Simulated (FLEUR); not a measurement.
# CoO: which magnetic order is lowest, part 3 of 3

A self-consistent run ends on one state, which hangs on the start. Several orders of CoO are started in FLEUR and their energies compared.

FLEUR MaX-R8.1; PBEsol; all-electron FLAPW, Dirac cores, scalar-relativistic bands.

So far, largest spin moment in the muffin-tin sphere (μB): step 2 (start 1: ferro +) 2.60; step 3 (order 2, typed as antiferro q=(1/2,1/2,1/2) +-) 2.36; step 4 (start 3: antiferro q=(0,1/2,0) +-) 2.43.

### 5. Start 4: no spin polarisation

A spinless run gives the zero against which the gain from the moments is read.

The k list default-1 (kpts.xml, not shown) is a Γ-centred 10×10×10 mesh.

File inp.xml:

```
<?xml version="1.0" encoding="UTF-8" standalone="no"?>
<fleurInput fleurInputVersion="0.39">
   <comment>
      CoO
   </comment>
   <calculationSetup>
      <cutoffs Kmax="4.29" Gmax="12.9" GmaxXC="12.9" numbands="0"/>
      <scfLoop itmax="130" minDistance="0.00002" maxIterBroyd="15" imix="Anderson" alpha="0.05" precondParam="0.0" spinf="2.0" sdNocoIR="T"/>
      <coreElectrons ctail="T" frcor="F" kcrel="0" coretail_lmax="0"/>
      <xcFunctional name="PBEs" relativisticCorrections="F"/>
      <magnetism jspins="1"/>
      <soc l_soc="F" theta="0.0" phi="0.0" spav="F"/>
      <expertModes spex="0" secvar="F"/>
      <geometryOptimization l_f="F" forcealpha="1.0" forcemix="BFGS" epsdisp="0.00001" epsforce="0.00001"/>
      <ldaU l_linMix="F" mixParam="0.05" spinf="1.0"/>
   </calculationSetup>
   <cell>
      <bzIntegration valenceElectrons="23.0" mode="hist" fermiSmearingEnergy="0.00183747">
         <kPointListSelection listName="default-1"/>
         <xi:include xmlns:xi="http://www.w3.org/2001/XInclude" href="kpts.xml"> </xi:include>
      </bzIntegration>
      <xi:include xmlns:xi="http://www.w3.org/2001/XInclude" href="sym.xml"> </xi:include>
      <bulkLattice scale="1.0">
         <bravaisMatrix>
            <row-1>   -2.8497069958968000     2.8497069958968000     3.9821207229907136</row-1>
            <row-2>    2.8497069958968000    -2.8497069958968000     3.9821207229907136</row-2>
            <row-3>    2.8497069958968000     2.8497069958968000    -3.9821207229907136</row-3>
         </bravaisMatrix>
      </bulkLattice>
   </cell>
   <atomSpecies>
      <species name="Cobalt (Co)" element="Co" atomicNumber="27">
         <mtSphere radius="2.48" gridPoints="819" logIncrement="0.015"/>
         <atomicCutoffs lmax="10" lnonsphr="8"/>
         <electronConfig flipSpins="F">
            <coreConfig>(1s1/2) (2s1/2) (2p1/2) (2p3/2)</coreConfig>
            <valenceConfig>(3s1/2) (3p1/2) (3p3/2) (4s1/2) (3d3/2) (3d5/2)</valenceConfig>
            <stateOccupation state="(3d3/2)" spinUp="1.400000" spinDown="1.400000"/>
            <stateOccupation state="(3d5/2)" spinUp="2.100000" spinDown="2.100000"/>
         </electronConfig>
         <energyParameters s="4" p="4" d="3" f="4"/>
         <lo type="SCLO" l="0" n="3" eDeriv="0"/>
         <lo type="SCLO" l="1" n="3" eDeriv="0"/>
      </species>
      <species name="Oxygen (O)" element="O" atomicNumber="8">
         <mtSphere radius="1.4" gridPoints="463" logIncrement="0.023"/>
         <atomicCutoffs lmax="6" lnonsphr="4"/>
         <electronConfig flipSpins="F">
            <coreConfig>(1s1/2)</coreConfig>
            <valenceConfig>(2s1/2) (2p1/2) (2p3/2)</valenceConfig>
            <stateOccupation state="(2p1/2)" spinUp="0.666667" spinDown="0.666667"/>
            <stateOccupation state="(2p3/2)" spinUp="1.333333" spinDown="1.333333"/>
         </electronConfig>
         <energyParameters s="2" p="2" d="3" f="4"/>
      </species>
   </atomSpecies>
   <atomGroups>
      <atomGroup species="Cobalt (Co)">
         <relPos label="                   1">.0000000000 .0000000000 .0000000000</relPos>
         <force calculate="T" relaxXYZ="TTT"/>
      </atomGroup>
      <atomGroup species="Oxygen (O)">
         <relPos label="                   2">1.000/2.000 1.000/2.000 .0000000000</relPos>
         <force calculate="T" relaxXYZ="TTT"/>
      </atomGroup>
   </atomGroups>
   <output dos="F" band="F" slice="F">
      <bandDOS minEnergy="-.5*Htr" maxEnergy="0.5*Htr" sigma="0.015" storeEVData="T"/>
      <plotting iplot="0" polar="F">
         <plot TwoD="T" vec1="  1.0  0.0  0.0" vec2="  0.0  1.0  0.0" vec3="  0.0  0.0  1.0" zero="  0.0  0.0  0.0" file="plot"/>
      </plotting>
      <moessbauerParams electricFieldGradient="F" isomerShift="F" coreHyperfine="F" valenceHyperfine="F"/>
   </output>
</fleurInput>
```

File crystal.txt:

```
CoO
&input film=F cartesian=F /
-1.50800000000  1.50800000000  2.10724753770
1.50800000000  -1.50800000000  2.10724753770
1.50800000000  1.50800000000  -2.10724753770
1.8897261246
1.0 1.0 1.0

2
27 0.00000000000  0.00000000000  0.00000000000
8 0.50000000000  0.50000000000  0.00000000000

&kpt div1=10 div2=10 div3=10 gamma=T /
```

Launch:

```bash
OMP_NUM_THREADS=1 inpgen -f crystal.txt > inpgen.log  # inp.xml is then edited as shown
OMP_NUM_THREADS=1 mpirun -n 4 fleur_MPI > fleur.log
```

Output:

```text
[banner, memory and clock lines left out]
Welcome to FLEUR        (www.flapw.de)
      MaX-Release 8.1          (www.max-centre.eu)

 ========== k-point set info ==========
 Selected k-point list: default-1
 k-point list type: mesh
 0 x 0 x 0
 Number of k points: 104

 [... set-up left out ...]
 Iteration:     1   Distance:      43.65710263 me/bohr^3
 Iteration:     2   Distance:      40.73699732 me/bohr^3
 Iteration:     3   Distance:      15.50561766 me/bohr^3
 Iteration:     4   Distance:       9.04351523 me/bohr^3
 Iteration:     5   Distance:      10.95337078 me/bohr^3
[...]
<FermiEnergy value="0.3132612953" units="Htr"/>
         [... left out ...]
         <totalEnergy value="    -1467.2044490763" units="Htr">
            <sumOfEigenvalues value="     -838.8636803984">
               <coreElectrons value="-823.5766691137"/>
               <valenceElectrons value="-15.2870112848"/>
            </sumOfEigenvalues>
         [... left out ...]
            <freeEnergy value="-1467.2058940969"/>
            <extrapolationTo0K value="-1467.2051715866"/>
         </totalEnergy>
         <densityConvergence units="me/bohr^3">
            <chargeDensity spin="1" distance="0.0000147542"/>
         </densityConvergence>
      </iteration>
```

Run time: 9.8 s. Hardware: 4 MPI ranks of Intel Xeon 6975P-C (Granite Rapids), shared host; peak memory 0.23 GiB.

Read from the output:

* free energy: -39924.7063 eV
* program's band gap on this mesh (in a metal only a level spacing): 0.006684 eV
* final state: non-magnetic (no spin polarisation)

It lies 485 meV a seeded atom over the first start.

### 6. Energies of the orders

Free energies are divided by the number of seeded atoms, so that cells of unlike size compare. Wavevectors q in the names are fractions of the primitive cell's reciprocal vectors.

Orders:

```tsv
start	final state	typed order kept	energy over the lowest (meV a seeded atom)	largest sphere moment (μB)	net moment (μB a primitive cell)	mesh matched	CPU time (s)
ferro +	ferromagnetic	yes	145.2	2.603	2.935	yes	72.82
antiferro q=(1/2,1/2,1/2) +-	antiferromagnetic	yes	231.4	2.356	0	yes	392.6
antiferro q=(0,1/2,0) +-	antiferromagnetic	yes	0	2.43	0	yes	698.7
no spin polarisation	non-magnetic	-	630	0	0	yes	38.26
```

### 7. Summary of results

- lowest state found: antiferromagnetic (typed antiferro q=(0,1/2,0) +-)
- largest site spin moment: 2.43 μB
- next finished state: ferromagnetic, 145 meV a seeded atom higher
- energy gained by spin polarisation: 630 meV a seeded atom

What this shows: The lowest state found is antiferromagnetic, reached from the start antiferro q=(0,1/2,0) +-, with moments up to 2.43 μB. The next finished state costs 145 meV a seeded atom. This is the lowest of 4 finished starts, no proof of the ground state.

[Logs and program files are shortened in this print: banners, set-up blocks, solver, clock and traceback lines can be left out without a mark of their own.]

[Logs are printed without paths, hosts, clocks, repeated set-up lines and the standing remarks that a program may print on its own settings, such as how far it seeks lower states.]

[Hosts, paths, dates, database ids (printed as entryN), source tags and the programs' standing remarks are cut or masked in the printed files.]

[Where a cell is said to come from a database of computed structures, the database is the Materials Project.]
